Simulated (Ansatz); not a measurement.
# ZnS: one atom moved along a line

All numbers below come from DFT r2SCAN, scalar-relativistic, plane waves, PAW (Ansatz). The runs took a 500 eV cutoff, a Γ-centred 4×4×4 mesh and Gaussian smearing (0.05 eV). No spin polarisation. Energies are free energies at this smearing, counted from the undisturbed cell; pressure is positive in compression.

Reference structure (as given, not relaxed at this level; it stands at -0.9 GPa):

```yaml
crystal:
  lattice:
    - [5.40930, 0.00000, 0.00000]
    - [0.00000, -5.40930, 0.00000]
    - [0.00000, 0.00000, -5.40930]
  atoms:
    - { symbol: Zn, position: [0.00000, 0.50000, 0.50000] }
    - { symbol: Zn, position: [0.50000, 0.00000, 0.50000] }
    - { symbol: Zn, position: [0.50000, 0.50000, 0.00000] }
    - { symbol: Zn, position: [0.00000, 0.00000, 0.00000] }
    - { symbol: S, position: [0.75000, 0.75000, 0.75000] }
    - { symbol: S, position: [0.25000, 0.25000, 0.75000] }
    - { symbol: S, position: [0.25000, 0.75000, 0.25000] }
    - { symbol: S, position: [0.75000, 0.25000, 0.25000] }
```

Atom 5 (S) is moved by x along the Cartesian unit vector (0.000, 1.000, 0.000); the cell and all other atoms stay fixed.

```
  x (Å)  ΔE (meV/cell)
-0.2000          181.9
-0.0667           20.3
 0.0000            0.0
 0.0333            5.1
 0.1000           45.7
 0.1333           81.1
 0.1667          126.6
```

Predict the pressure (GPa) at each point.

| x (Å) | pressure (GPa) |
| --- | --- |
| -0.2000 | -0.5 |
| -0.0667 | -0.8 |
| 0.0000 | -0.9 |
| 0.0333 | -0.9 |
| 0.1000 | -0.8 |
| 0.1333 | -0.7 |
| 0.1667 | -0.6 |